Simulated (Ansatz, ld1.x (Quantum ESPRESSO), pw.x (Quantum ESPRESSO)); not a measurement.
**Mg (Z = 12): does the TM potential hold in the solid?**

* Element: magnesium
* Generator: ld1.x (Quantum ESPRESSO) 7.5
* Type: norm-conserving Troullier–Martins (Kleinman–Bylander form)
* Functional: PBE
* Relativity: scalar-relativistic
* Frozen core: [Ne]
* Valence charge: 2
* Reference configuration: 3s1.5 3p0.5
* Partial waves: 3p (bound): rc 2.60 bohr; 3d channel at 0.35 Ry: rc 2.55 bohr; 3s (bound): rc 2.50 bohr
* Local potential: the s channel
* Core correction: Bessel-smoothed model core inside 1.70 bohr

Crystal test: bcc Mg in pw.x 7.5, no spin, 13³ k-points, Fermi–Dirac smearing 0.01 Ry, cutoffs 50/200 Ry. The reference is all-electron LAPW (Ansatz 0.2.0) with the same functional, mesh and smearing; V0 and B0 come from Birch–Murnaghan fits to the pressures at five volumes. Errors are pseudo minus all-electron; Δ is the rms difference of the E(V) curves that follow from these fits, minima aligned, over ±6 % about the mean V0. Mesh and smearing are coarse, so the numbers serve the comparison and aren't converged zero-temperature values; the lattice is a test structure that the element need not adopt.

```tsv
V (Å³/atom)	P all-electron (GPa)	P pseudo (GPa)
21.727	2.20	0.97
22.298	1.13	-0.01
22.870	0.19	-0.87
23.442	-0.65	-1.63
24.014	-1.38	-2.30
```

All-electron: a0 = 3.583 Å (V0 = 22.99 Å³/atom), B0 = 34.7 GPa.

Pseudopotential: mean pressure error (GPa): -1.07; a0 (Å): 3.546; a0 error (%): -1.03; B0 error (%): +3.5; Δ (meV/atom): 5.4. This is a poor potential for the solid.

Task: At the middle volume, how do free energy and pressure move when the wave cutoff is lowered (ecutrho kept at four times it)?

Result:

```json
{"cutoff (Ry)": "22", "shift of F (meV/atom)": "+1.1", "shift of P (GPa)": "-0.03"}
{"cutoff (Ry)": "30", "shift of F (meV/atom)": "+0.3", "shift of P (GPa)": "+0.00"}
{"cutoff (Ry)": "40", "shift of F (meV/atom)": "+0.0", "shift of P (GPa)": "+0.00"}
```

The run at the middle volume (84 k-points, 6 iterations) took about 7.9 s on one core of a shared host (Neoverse-V1, 32 threads, 247 GiB, load 20).
